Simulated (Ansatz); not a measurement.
# HfSi3O8: the cost of one run

The runs shown are made with Ansatz 0.2.0. PAW datasets, plane waves. The structure was generated, not taken from experiment, and needn't be the ground state; spin polarisation is off.

**1. The structure to begin with**

The cell was relaxed beforehand with r2SCAN.

The symmetry is P2 (No. 3, monoclinic); conventional cell a = 4.367 Å, b = 5.097 Å, c = 4.703 Å, β = 94.3°, 8.70 Å³ an atom. Hf has 6 O at 1.99–2.20 Å; Si has 6 O at 1.80–1.86 Å; Si has 6 O at 1.71–1.95 Å; Si has 6 O at 1.70–1.88 Å; O has 2 Si at 1.71–1.80 Å and 1 Hf at 2.20 Å.

Structure file:

```cif
data_structure
_symmetry_space_group_name_H-M 'P2'
_symmetry_Int_Tables_number 3
_cell_length_a 4.3670
_cell_length_b 5.0965
_cell_length_c 4.7026
_cell_angle_alpha 90.000
_cell_angle_beta 94.321
_cell_angle_gamma 90.000
_cell_volume 104.37
loop_
_atom_site_label
_atom_site_type_symbol
_atom_site_symmetry_multiplicity
_atom_site_Wyckoff_symbol
_atom_site_fract_x
_atom_site_fract_y
_atom_site_fract_z
_atom_site_occupancy
Hf1 Hf 1 a 0.00000 0.95587 0.00000 1
Si1 Si 1 b 0.00000 0.58796 0.50000 1
Si2 Si 1 c 0.50000 0.41353 0.00000 1
Si3 Si 1 d 0.50000 0.09747 0.50000 1
O1 O 2 e 0.76193 0.61872 0.17324 1
O2 O 2 e 0.76236 0.85175 0.63335 1
O3 O 2 e 0.24653 0.35455 0.31742 1
O4 O 2 e 0.32022 0.14756 0.80303 1
```

**2. Band structure with PBE**

Contents of input.yaml:

```yaml
crystal:
  lattice:
    - [4.3636755051, -0.1703455089, -3.85836e-05]
    - [-0.1711605093, 4.6994748013, -4.41842e-05]
    - [-3.52726e-05, -4.31421e-05, 5.0965161843]
  atoms:
    - { symbol: Hf, position: [0.2499908746, 0.2043232636, 0.0441297518] }
    - { symbol: Si, position: [0.2500024618, 0.7043313683, 0.4120359316] }
    - { symbol: Si, position: [0.7500099196, 0.2043273496, 0.5864706288] }
    - { symbol: Si, position: [0.7499913668, 0.7043310374, 0.9025320942] }
    - { symbol: O, position: [0.0119222711, 0.3775601797, 0.3812840923] }
    - { symbol: O, position: [0.0123530172, 0.8376731599, 0.1482461191] }
    - { symbol: O, position: [0.496519484, 0.5217447054, 0.6454455697] }
    - { symbol: O, position: [0.5702079966, 1.0073513509, 0.8524439307] }
    - { symbol: O, position: [0.4880775497, 1.0311027562, 0.3812880206] }
    - { symbol: O, position: [0.487636739, 0.5709849803, 0.1482349311] }
    - { symbol: O, position: [0.9298020989, 0.4013285826, 0.8524329653] }
    - { symbol: O, position: [1.003486221, 0.8869412659, 0.6454559649] }
kpoints:
  mp_grid: { grid: [6, 6, 6] }
  band_path:
    path:
      - [0.0, 0.0, 0.0]
      - [-4.600008806487e-22, 8.65738461465e-06, -0.4999999999406]
      - [-2.605617340358e-18, 0.5000086572961, -0.4999999999406]
      - [2.626418268246e-19, 0.4999999999115, -4.180582156644e-22]
      - [0.0, 0.0, 0.0]
      - [-0.5, 0.4999999999186, 8.99839503758e-06]
      - [-0.5, 0.5000086573033, -0.4999910015455]
      - [-4.600008806487e-22, 8.65738461465e-06, -0.4999999999406]
      - [-0.5, 8.657391798526e-06, -0.4999910015455]
      - [-0.5, 7.183875654223e-12, 8.99839503758e-06]
      - [0.0, 0.0, 0.0]
    npoints: 10
hamiltonian:
  xc: pbe
scf:
  occupations: { method: fermi_dirac, width: 0.02 }
  n_extra_bands: 7
output:
  forces: true
  stress: true
  eigenvalues: true
```

Q: Estimate wall time and peak memory on 1 × NVIDIA H100 80GB HBM3 with 2 threads of AMD EPYC 7R13 (Zen 3), shared host.

About 30 s, with a peak of 1.1 GiB on the host.
